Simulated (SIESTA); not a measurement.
Runs of SIESTA 5.4.2 on CdSe (Cadmoselite). It takes space group P6_3mc (No. 186, hexagonal). The conventional cell has a = 4.300 Å, b = 4.300 Å, c = 7.020 Å, α = 90.00°, β = 90.00°, γ = 120.00°. Cd (site symmetry 3m) is surrounded by 4 Se at 2.61 to 2.70 Å. Se (site symmetry 3m) has 4 Cd at 2.61 to 2.70 Å as nearest neighbours. 

```tsv
task	level	potentials or basis	gap on the mesh (eV)	pressure (GPa)	V0 of scaled cells (Å³/atom)	B0 (GPa)	largest force (eV/Å)
equation of state	PBEsol	PseudoDojo 0.4 standard (PBEsol files), DZP (energy shift 0.003 Ry; two zetas on semicore shells)	-	-	(a)	54	-
single point	PBEsol	PseudoDojo 0.4 standard (PBEsol files), DZP (energy shift 0.003 Ry; two zetas on semicore shells)	0.81	0.4	-	-	0.31
band structure	PBEsol	PseudoDojo 0.4 standard (PBEsol files), DZP (energy shift 0.003 Ry; two zetas on semicore shells)	0.81	0.4	-	-	0.31
band structure	LDA	PseudoDojo 0.4 standard (LDA files), DZP (energy shift 0.003 Ry; two zetas on semicore shells)	0.66	-1.6	-	-	(b)
equation of state	LDA	PseudoDojo 0.4 standard (LDA files), DZP (energy shift 0.003 Ry; two zetas on semicore shells)	-	-	27.32	59	-
```

Alike in all rows: no spin polarisation; cell as given; k mesh 7 × 7 × 4; smearing fermi-dirac 0.05 eV; grid cutoff 800 Ry; energy shift 0.003 Ry.

Q: Estimate the missing entries.

A: (a) 28.29; (b) 0.30.

Caveats: the basis of atomic orbitals isn't converged, which shifts pressures, moduli and gaps; the cell was scaled at fixed shape and fractional positions, which overstates the stiffness of a crystal with free parameters, most of all of layers and chains (some runs).

A k mesh can miss the band edges, and the runs leave out spin-orbit coupling on Cd, Se.

Runs at the PBE level aren't shown here.
